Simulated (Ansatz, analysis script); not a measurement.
## Stoner picture of FeGe

Wanted: E(M), the field that holds each moment, and the spin susceptibility of FeGe.

Method: PBE, PAW set soft_1, in Ansatz 0.2.0.

This is a report of a sequence of runs, with most program output left out.

In doubt: warnings of the run leave room for a lower electronic state (step 7), so energies may not be the lowest and differences between runs may mislead.

### 1. Starting point

The structure is hexagonal, space group P6/mmm (No. 191). Conventional cell: a = 4.998 Å, b = 4.998 Å, c = 4.116 Å, α = 90.00°, β = 90.00°, γ = 120.00°. Nearest to Fe lie 4 Fe at 2.50 Å and 6 Ge at 2.50 to 2.51 Å. Ge has 6 Fe at 2.50 Å nearest. Nearest to Ge lie 6 Fe at 2.51 Å. Farther neighbours are not listed.

The cell comes from the Materials Project, a database of computed structures, and the real compound, where it exists, may take another one.

The cell of this run holds 6 atoms, 3 of them with a starting moment; values «a cell» refer to the cell of the run in question.

### 2. Starting state

First a free collinear run, to see which state the typed moments lead to.

input.yaml

```yaml
crystal:
  lattice:
    - [4.9976023358, 0.0, 0.0]
    - [-2.4988011679, 4.3280505808, 0.0]
    - [0.0, 0.0, 4.11576135]
  atoms:
    - { symbol: Fe, position: [0.5, 0.0, 0.0], spin: 2.8 }
    - { symbol: Fe, position: [0.5, 0.5, 0.0], spin: 2.8 }
    - { symbol: Fe, position: [0.0, 0.5, 0.0], spin: 2.8 }
    - { symbol: Ge, position: [0.0, 0.0, 0.0] }
    - { symbol: Ge, position: [0.33333333, 0.66666667, 0.5] }
    - { symbol: Ge, position: [0.66666667, 0.33333333, 0.5] }
magnetization:
  spin_polarized: true
kpoints:
  mp_grid: { grid: [8, 8, 8] }
hamiltonian:
  xc: pbe
  pseudopotentials: { kind: paw, azcp: { folder: soft_1 } }
scf:
  occupations: { method: fermi_dirac, width: 0.05 }
  max_iter: 120
  convergence: { dr2_threshold: 1.0e-08 }
  lower_state_search: "off"
output:
  write_density: true
  write_potential: true
  elf: true
  volumetric_format: npy
```

Run with:

```bash
$ ansatz run input.yaml --threads 2 --pin off --max-ram 5120MiB --backend cpu --events-out ev --progress --plain --runs-dir out
```

It took 33 s on 2 threads of Arm Neoverse V2, shared host; peak memory 0.6 GiB; 64 s of CPU time.

Spin moment in the atom's sphere by atom:

```
atom  spin moment in the atom's sphere (μB)
 Fe1                                   1.48
 Fe2                                   1.48
 Fe3                                   1.48
 Ge4                                  -0.07
 Ge5                                  -0.05
 Ge6                                  -0.05
```

Tables count atoms from 1; parts of the log count from 0.

The run ends ferromagnetic, with a net moment of 4.14 μB a cell. Only this order was typed.

Spin density in the ab plane at fractional z = 0.000, with atoms of Fe and Ge within 0.2 Å of it.

Ten even steps from '_' (0.0 e/Å³) to '@' (2.7 e/Å³), each cell a mean:
```
__________..**++..__________
____________..______________
____________________________
____________________________
....__________....__________
##==..______--##==________--
@@::______..##@@--______..##
--________::--::________..--
____________________________
____________________________
____________________________
______________----__________
__________..**@@++__________
```
Columns run along a (5.0 Å), rows up along b (5.0 Å). Atoms in or near the plane, at fractional coordinates: Fe at (0.50, 0.00), Fe at (0.50, 0.50), Fe at (0.00, 0.50), Ge at (0.00, 0.00).

Valence density in the ab plane at fractional z = 0.000, with atoms of Fe and Ge within 0.2 Å of it. It is the smooth field of the valence electrons, not physical close to the nuclei.

Ten steps, logarithmic in the rise over the least value, from '0' (0 e/Å³) to '9' (38 e/Å³), each cell a mean:
```
84101688510158
31001454100134
00000110000011
01100000110000
55300025530002
87400378730036
96201589620158
63001576300257
10001231000123
00000000000000
12100012320000
66300157730013
97200489730038
```
Columns run along a (5.0 Å), rows up along b (5.0 Å). Atoms in or near the plane, at fractional coordinates: Fe at (0.50, 0.00), Fe at (0.50, 0.50), Fe at (0.00, 0.50), Ge at (0.00, 0.00).

ELF in the ab plane at fractional z = 0.000, with atoms of Fe and Ge within 0.2 Å of it. It is the smooth field of the valence electrons, not physical close to the nuclei.

Values, 13 rows by 14 columns, each cell a mean:
```
0.22 0.35 0.51 0.37 0.19 0.44 0.74 0.69 0.36 0.20 0.45 0.49 0.29 0.20
0.41 0.52 0.50 0.30 0.21 0.33 0.39 0.30 0.22 0.37 0.54 0.50 0.38 0.32
0.48 0.40 0.34 0.31 0.22 0.20 0.21 0.26 0.30 0.35 0.46 0.52 0.52 0.51
0.22 0.21 0.21 0.25 0.30 0.29 0.26 0.24 0.21 0.19 0.26 0.46 0.50 0.36
0.36 0.39 0.27 0.20 0.31 0.24 0.25 0.37 0.39 0.24 0.20 0.35 0.28 0.23
0.77 0.62 0.31 0.22 0.26 0.25 0.53 0.76 0.63 0.30 0.24 0.27 0.26 0.51
0.84 0.51 0.25 0.27 0.22 0.41 0.77 0.83 0.52 0.24 0.26 0.23 0.40 0.77
0.46 0.26 0.27 0.29 0.21 0.39 0.58 0.48 0.26 0.24 0.26 0.22 0.40 0.59
0.21 0.30 0.43 0.32 0.18 0.23 0.27 0.24 0.25 0.33 0.27 0.21 0.25 0.25
0.42 0.52 0.54 0.45 0.29 0.24 0.26 0.26 0.23 0.23 0.28 0.28 0.25 0.29
0.47 0.44 0.48 0.53 0.49 0.34 0.25 0.25 0.26 0.23 0.23 0.37 0.48 0.52
0.22 0.22 0.40 0.53 0.42 0.21 0.35 0.56 0.54 0.30 0.21 0.44 0.52 0.37
0.48 0.21 0.42 0.49 0.23 0.31 0.70 0.88 0.63 0.24 0.28 0.50 0.39 0.22
```
Columns run along a (5.0 Å), rows up along b (5.0 Å). Atoms in or near the plane, at fractional coordinates: Fe at (0.50, 0.00), Fe at (0.50, 0.50), Fe at (0.00, 0.50), Ge at (0.00, 0.00).

### 3. Mesh refined

Levels at the Fermi energy are partly filled, so moments and energy differences can hang on the k-mesh, and the state is solved again on a denser one.

input.yaml, the sections that differ from step 2:

```yaml
crystal:
  lattice:
    - [4.9976023358, 0.0, 0.0]
    - [-2.4988011679, 4.3280505808, 0.0]
    - [0.0, 0.0, 4.11576135]
  atoms:
    - { symbol: Fe, position: [0.5, 0.0, 0.0], spin: 1.48 }
    - { symbol: Fe, position: [0.5, 0.5, 0.0], spin: 1.48 }
    - { symbol: Fe, position: [0.0, 0.5, 0.0], spin: 1.48 }
    - { symbol: Ge, position: [0.0, 0.0, 0.0] }
    - { symbol: Ge, position: [0.33333333, 0.66666667, 0.5] }
    - { symbol: Ge, position: [0.66666667, 0.33333333, 0.5] }
kpoints:
  mp_grid: { grid: [9, 9, 9] }
basis:
  ecutwfc: 420.0
checkpoint:
  read: start
  write: ck
  compress: false
  write_wavefunctions: false
  write_every: 100000
# magnetization, hamiltonian, scf: as in step 2
# output: removed
```

Wall time 18 s (2 threads); peak memory 0.62 GiB; 33 s of CPU time.

Spin moment in the atom's sphere by atom:

```
atom  spin moment in the atom's sphere (μB)
 Fe1                                   1.49
 Fe2                                   1.49
 Fe3                                   1.49
 Ge4                                  -0.07
 Ge5                                  -0.05
 Ge6                                  -0.05
```

The run ends ferromagnetic, with a net moment of 4.19 μB a cell, against 4.14 μB on the first mesh.

### 4. The non-magnetic reference

The state without spin is the zero of E(M).

input.yaml, the sections that differ from step 3:

```yaml
crystal:
  lattice:
    - [4.9976023358, 0.0, 0.0]
    - [-2.4988011679, 4.3280505808, 0.0]
    - [0.0, 0.0, 4.11576135]
  atoms:
    - { symbol: Fe, position: [0.5, 0.0, 0.0] }
    - { symbol: Fe, position: [0.5, 0.5, 0.0] }
    - { symbol: Fe, position: [0.0, 0.5, 0.0] }
    - { symbol: Ge, position: [0.0, 0.0, 0.0] }
    - { symbol: Ge, position: [0.33333333, 0.66666667, 0.5] }
    - { symbol: Ge, position: [0.66666667, 0.33333333, 0.5] }
scf:
  occupations: { method: fermi_dirac, width: 0.05 }
  max_iter: 120
  convergence: { dr2_threshold: 1.0e-08 }
# kpoints, hamiltonian, basis: as in step 3
# magnetization: removed
# checkpoint: removed
```

Run with:

```bash
$ ansatz run input.yaml --threads 1 --pin off --max-ram 2560MiB --backend cpu --events-out ev --progress --plain --runs-dir out
```

Wall time 19 s (1 thread); peak memory 0.46 GiB.

The free collinear run lies 772 meV below it.

### 5. Without spin, levels printed

Changes to input.yaml since step 4:

```diff
@@ -23 +23,3 @@
   ecutwfc: 420.0
+output:
+  eigenvalues: true
```

Run time: 19 s. Hardware: 1 thread; peak memory 0.46 GiB.

### 6. Total moment fixed at 0.605 μB

Two Fermi levels, one a spin, hold the total moment exactly, which reaches states that a free run would leave.

input.yaml

```yaml
crystal:
  lattice:
    - [4.9976023358, 0.0, 0.0]
    - [-2.4988011679, 4.3280505808, 0.0]
    - [0.0, 0.0, 4.11576135]
  atoms:
    - { symbol: Fe, position: [0.5, 0.0, 0.0], spin: 0.2016 }
    - { symbol: Fe, position: [0.5, 0.5, 0.0], spin: 0.2017 }
    - { symbol: Fe, position: [0.0, 0.5, 0.0], spin: 0.2017 }
    - { symbol: Ge, position: [0.0, 0.0, 0.0] }
    - { symbol: Ge, position: [0.33333333, 0.66666667, 0.5] }
    - { symbol: Ge, position: [0.66666667, 0.33333333, 0.5] }
magnetization:
  spin_polarized: true
  initial_magnetization: 0.605
  spin_locking: { lock_magnetization: hard }
kpoints:
  mp_grid: { grid: [9, 9, 9] }
hamiltonian:
  xc: pbe
  pseudopotentials: { kind: paw, azcp: { folder: soft_1 } }
scf:
  occupations: { method: fermi_dirac, width: 0.05 }
  max_iter: 120
  convergence: { dr2_threshold: 1.0e-08 }
  lower_state_search: "off"
basis:
  ecutwfc: 420.0
```

Wall time 5.5 min (1 thread); peak memory 0.9 GiB.

The run was cut off at the time left to it in the session, and no result is taken from it.

### 7. Total moment fixed at 1.21 μB

input.yaml, the sections that differ from step 6:

```yaml
crystal:
  lattice:
    - [4.9976023358, 0.0, 0.0]
    - [-2.4988011679, 4.3280505808, 0.0]
    - [0.0, 0.0, 4.11576135]
  atoms:
    - { symbol: Fe, position: [0.5, 0.0, 0.0], spin: 0.4034 }
    - { symbol: Fe, position: [0.5, 0.5, 0.0], spin: 0.4033 }
    - { symbol: Fe, position: [0.0, 0.5, 0.0], spin: 0.4033 }
    - { symbol: Ge, position: [0.0, 0.0, 0.0] }
    - { symbol: Ge, position: [0.33333333, 0.66666667, 0.5] }
    - { symbol: Ge, position: [0.66666667, 0.33333333, 0.5] }
magnetization:
  spin_polarized: true
  initial_magnetization: 1.21
  spin_locking: { lock_magnetization: hard }
# kpoints, hamiltonian, scf, basis: as in step 6
```

The job ended after 4.4 min (1 thread; peak memory 0.93 GiB).

The energy is -154 meV from the state without spin, and the largest site carries 0.457 μB.

### 8. Total moment fixed at 3.024 μB

input.yaml, the sections that differ from step 7:

```yaml
crystal:
  lattice:
    - [4.9976023358, 0.0, 0.0]
    - [-2.4988011679, 4.3280505808, 0.0]
    - [0.0, 0.0, 4.11576135]
  atoms:
    - { symbol: Fe, position: [0.5, 0.0, 0.0], spin: 1.008 }
    - { symbol: Fe, position: [0.5, 0.5, 0.0], spin: 1.008 }
    - { symbol: Fe, position: [0.0, 0.5, 0.0], spin: 1.008 }
    - { symbol: Ge, position: [0.0, 0.0, 0.0] }
    - { symbol: Ge, position: [0.33333333, 0.66666667, 0.5] }
    - { symbol: Ge, position: [0.66666667, 0.33333333, 0.5] }
magnetization:
  spin_polarized: true
  initial_magnetization: 3.024
  spin_locking: { lock_magnetization: hard }
# kpoints, hamiltonian, scf, basis: as in step 7
```

Run time: 48 s. Hardware: 1 thread; peak memory 0.61 GiB.

The energy is -628 meV from the state without spin, and the largest site carries 1.16 μB.

### 9. Total moment fixed at 5.444 μB

input.yaml, the sections that differ from step 8:

```yaml
crystal:
  lattice:
    - [4.9976023358, 0.0, 0.0]
    - [-2.4988011679, 4.3280505808, 0.0]
    - [0.0, 0.0, 4.11576135]
  atoms:
    - { symbol: Fe, position: [0.5, 0.0, 0.0], spin: 1.8146 }
    - { symbol: Fe, position: [0.5, 0.5, 0.0], spin: 1.8147 }
    - { symbol: Fe, position: [0.0, 0.5, 0.0], spin: 1.8147 }
    - { symbol: Ge, position: [0.0, 0.0, 0.0] }
    - { symbol: Ge, position: [0.33333333, 0.66666667, 0.5] }
    - { symbol: Ge, position: [0.66666667, 0.33333333, 0.5] }
magnetization:
  spin_polarized: true
  initial_magnetization: 5.444
  spin_locking: { lock_magnetization: hard }
# kpoints, hamiltonian, scf, basis: as in step 8
```

Elapsed: 96 s, on 1 thread; peak memory 0.95 GiB.

The energy is -694 meV from the state without spin, and the largest site carries 1.87 μB.

5 more runs differ from these in the same keys alone and are tabled below.

### 10. No field, tight threshold

A field gives a second route to the same curve. A thousand tesla shift each spin by 58 meV, and the threshold is tightened so that small induced moments are resolved.

input.yaml

```yaml
crystal:
  lattice:
    - [4.9976023358, 0.0, 0.0]
    - [-2.4988011679, 4.3280505808, 0.0]
    - [0.0, 0.0, 4.11576135]
  atoms:
    - { symbol: Fe, position: [0.5, 0.0, 0.0], spin: 1.49 }
    - { symbol: Fe, position: [0.5, 0.5, 0.0], spin: 1.49 }
    - { symbol: Fe, position: [0.0, 0.5, 0.0], spin: 1.49 }
    - { symbol: Ge, position: [0.0, 0.0, 0.0] }
    - { symbol: Ge, position: [0.33333333, 0.66666667, 0.5] }
    - { symbol: Ge, position: [0.66666667, 0.33333333, 0.5] }
magnetization:
  spin_polarized: true
kpoints:
  mp_grid: { grid: [9, 9, 9] }
hamiltonian:
  xc: pbe
  pseudopotentials: { kind: paw, azcp: { folder: soft_1 } }
scf:
  occupations: { method: fermi_dirac, width: 0.05 }
  max_iter: 120
  convergence: { dr2_threshold: 1.0e-10 }
  lower_state_search: "off"
basis:
  ecutwfc: 420.0
```

Elapsed: 53 s, on 1 thread; peak memory 0.62 GiB.

The net moment is 4.19 μB a cell.

### 11. Field of 1500 T

Changes to input.yaml since step 10:

```diff
@@ -14,2 +14,3 @@
   spin_polarized: true
+  magnetic_field: 1500.0
 kpoints:
```

Run time: 57 s. Hardware: 1 thread; peak memory 0.62 GiB.

The net moment is 5.22 μB a cell.

The other 2 runs of this kind were made alike; their results stand in the table below.

### 12. E(M) and M(B)

The energy less the state without spin by total moment:

```
total moment (μB/cell)  energy less the state without spin (meV/cell)
                  0.00                                              0
                  1.21                                           -154
                  1.81                                           -281
                  2.42                                           -462
                  3.02                                           -628
                  3.63                                           -737
                  4.23                                           -772
                  4.84                                           -744
                  5.44                                           -694
```

The field that holds a moment is half the difference of the two Fermi levels over μB.

Field that holds the moment against total moment:

```
total moment (μB/cell)  field that holds the moment (T)
                  1.21                            -2430
                  1.81                            -4675
                  2.42                            -5405
                  3.02                            -3765
                  3.63                            -2383
                  4.23                              139
                  4.84                             1176
                  5.44                             1746
```

Site moments:

```
total (μB)  Fe no. 1 (μB)  Fe no. 2 (μB)  Fe no. 3 (μB)  Ge no. 4 (μB)  Ge no. 5 (μB)  Ge no. 6 (μB)
      1.21         0.4572         0.4571         0.4571        -0.0324        -0.0263        -0.0263
     1.815         0.7148         0.7148         0.7148        -0.0563        -0.0497        -0.0497
     2.419         0.9467         0.9465         0.9465        -0.0757        -0.0614        -0.0614
     3.024          1.155          1.155          1.155        -0.0891        -0.0632        -0.0632
     3.629          1.343          1.343          1.343        -0.0927         -0.057         -0.057
     4.234          1.501          1.501          1.501        -0.0682        -0.0476        -0.0476
     4.839           1.68           1.68           1.68        -0.0571         -0.042         -0.042
     5.444          1.868          1.868          1.868        -0.0533        -0.0373        -0.0373
```

Total moment against field:

```
field (T)  total moment (μB/cell)
        0                    4.19
      300                    4.29
      600                    4.41
     1500                    5.22
```

The curve is far from quadratic already at the first moment, so no Stoner or Landau analysis is made.

### 13. Outcome

| Item | Value |
| --- | --- |
| state of the free run | ferromagnetic |
| net moment of the free run | 4.19 μB |
| energy of the free run from the state without spin | -772 meV a cell |
| lowest of the fixed moments tried | M = 4.234 μB, -772 meV |
| dM/dB between 0 and 300 T | 0.341 μB a cell per 1000 T |

At this level the system is magnetic: the free run keeps 1.49 μB on the largest site. No other order was typed. Among the fixed moments, E(M) falls 772 meV below the state without spin and is lowest near 4.234 μB on this grid. The field acts on spins alone. The 13 fixed-moment and field runs took 22 min of wall time, added up. Energies are free energies at a smearing of 0.05 eV, and with partly filled levels differences shift, at times strongly, as the smearing goes to zero. In doubt: the program's search for lower states was switched off, so a lower magnetic state than those reached may exist.

[Logs and program files are shortened in this print: banners, set-up blocks, solver, clock and traceback lines can be left out without a mark of their own.]

[Logs are printed without paths, hosts, clocks, repeated set-up lines and the standing remarks that a program may print on its own settings, such as how far it seeks lower states.]

[Hosts, paths, dates, database ids (printed as entryN), source tags and the programs' standing remarks are cut or masked in the printed files.]
